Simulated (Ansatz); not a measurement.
Na, DFT, LDA, all-electron LAPW, scalar-relativistic (Ansatz 0.2.0), run on 1 thread of Intel(R) Xeon(R) Platinum 8488C (Sapphire Rapids) on a shared host.

The cell is a measured one (Crystallography Open Database entry 9011000); the temperature and pressure of the measurement aren't taken into account, and nothing was relaxed.

Command: `ansatz run input.yaml --threads 1 --pin off --max-ram 2048MiB --backend cpu --events-out ev --progress --plain --runs-dir out`

```yaml
crystal:
  lattice:
    - [3.7670009976, 0.0, 0.0]
    - [-1.8835004988, 3.26231856, 0.0]
    - [0.0, 0.0, 6.154]
  atoms:
    - { symbol: Na, position: [0.3333333333, 0.6666666667, 0.25] }
    - { symbol: Na, position: [0.6666666667, 0.3333333333, 0.75] }
kpoints:
  mp_grid: { grid: [11, 11, 6] }
  band_path:
    path:
      - [0.0, 0.0, 0.0]
      - [0.5, 0.0, 0.0]
      - [0.3333333333, 0.3333333333, 0.0]
      - [0.0, 0.0, 0.0]
      - [0.0, 0.0, 0.5]
      - [0.5, 0.0, 0.5]
      - [0.3333333333, 0.3333333333, 0.5]
      - [0.0, 0.0, 0.5]
      - [0.5, 0.0, 0.5]
    npoints: 5
scf:
  occupations: { method: fermi_dirac, width: 0.05 }
hamiltonian:
  xc: lda
  pseudopotentials: { kind: all_electron, lapw: { basis_error: 0.0005 } }
output:
  forces: true
  stress: true
  eigenvalues: true
```

(1) How large is the problem that the program sets up?

(2) Estimate the wall time and the peak memory.

(3) And the same cell and mesh by PAW with the default files, asked for forces, stress, eigenvalues, efg and the same band path, on the same hardware?

Answers

(1) 64 irreducible k-points, 135 plane waves at Γ, 13 bands.

(2) 6.7 s of wall time for 7 SCF iterations, with a peak of 0.27 GiB. Times on shared machines scatter by tens of per cent.

(3) 4.6 s, peak memory 0.41 GiB.
